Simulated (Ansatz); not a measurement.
# Na: comparing deformations

All numbers below come from DFT PBE, scalar-relativistic, plane waves, PAW (Ansatz). The runs took a 420 eV cutoff, a Γ-centred 16×16×16 mesh and Gaussian smearing (0.15 eV). No spin polarisation. Energies are free energies at this smearing, counted from the undisturbed cell; pressure is positive in compression.

Zero of the scan (as given, not relaxed at this level; it stands at -0.2 GPa):

```yaml
crystal:
  lattice:
    - [-2.11750, 2.11750, 2.11750]
    - [2.11750, -2.11750, 2.11750]
    - [2.11750, 2.11750, -2.11750]
  atoms:
    - { symbol: Na, position: [0.00000, 0.00000, 0.00000] }
```

The cell is strained by ε times a Voigt pattern (xx, yy, zz, yz, xz, xy; engineering shear) with fractional coordinates fixed. τ = (1/V0) dE/dε comes from the stress tensor. Of each scan, only the three points used here are listed.

```csv
pattern,ε,τ (GPa)
"(1, 1, 0, 0, 0, 0)",-0.0150,-0.060
"(1, 1, 0, 0, 0, 0)",0.0000,0.402
"(1, 1, 0, 0, 0, 0)",0.0150,0.825
"(0, 0, 1, 0, 0, 0)",-0.0150,0.073
"(0, 0, 1, 0, 0, 0)",0.0000,0.201
"(0, 0, 1, 0, 0, 0)",0.0150,0.314
```

Question: Which constants do the scans give, and which deformation costs least for the same size of strain tensor?

Answer: The slope dτ/dε at zero (parabola through three points) is pᵀCp: (1, 1, 0, 0, 0, 0) gives 2(C11 + C12) = 29.5 GPa; (0, 0, 1, 0, 0, 0) gives C11 = 8.0 GPa. The size of the strain tensor, ε:ε, is ε² times 2.0, 1.0. Per unit of it the stiffnesses are 14.8, 8.0 GPa, so (0, 0, 1, 0, 0, 0) is the softest of these: at ε:ε = (1 %)² the quadratic term costs 0.10 meV/atom against 0.17 for the stiffest. These are clamped-ion values. The starting stress shifts them by about its own size.

Question: What else follows for this cubic crystal?

Answer: From the unrounded slopes C11 = 8.0 and C12 = 6.7 GPa, so B = (C11 + 2 C12)/3 = 7 GPa and the Poisson ratio for a pull along a cube edge is C12/(C11 + C12) = 0.46.

In a metal these slopes depend on the k mesh and the smearing.